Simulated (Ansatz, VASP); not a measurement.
Two plane-wave programs on Mg2Ge2N

```
CELL_PARAMETERS angstrom
3.27906 0.00000 0.00000
-1.63953 2.83975 0.00000
0.00000 0.00000 8.77178
ATOMIC_POSITIONS crystal
Mg 0.66667 0.33333 0.88309
Mg 0.33333 0.66667 0.11691
Ge 0.33333 0.66667 0.60199
Ge 0.66667 0.33333 0.39801
N 0.00000 0.00000 0.00000
```

Change from the starting cell: species swapped into the Ta2CS2 type (P-3m1, No. 164).

Alike in both runs: functional PBE; k mesh 6 × 6 × 2; occupations gaussian, width 0.1 eV; no spin polarisation.

Ansatz relaxed the structure, and its values are those at the end. VASP's run is a single point on that final structure, the one shown.

|  | VASP | Ansatz |
| --- | --- | --- |
| version | VASP 6.6.1 | Ansatz 0.2.0 |
| potentials or method | VASP PAW PBE potentials, release 64 (Mg, Ge_d, N) | scalar-relativistic, plane waves, PAW |
| plane-wave cutoff (eV) | 520 | 420 |
| valence electrons in the cell | 37 | 53 |

|  | VASP | Ansatz | Ansatz less VASP |
| --- | --- | --- | --- |
| gap on the k mesh at the Fermi level (eV) | none | none | - |
| pressure (GPa) | 0.0 | 0.2 | +0.19 |
| rms of the force components (eV/Å) | 0.021 | 0.004 | -0.0169 |

A gap of «none» marks a metal or a gap that the smearing closes. The two sets of potentials don't hold the same shells in valence.

Caveats: the k mesh is coarse (spacing up to 0.37 Å⁻¹), so the values aren't converged.
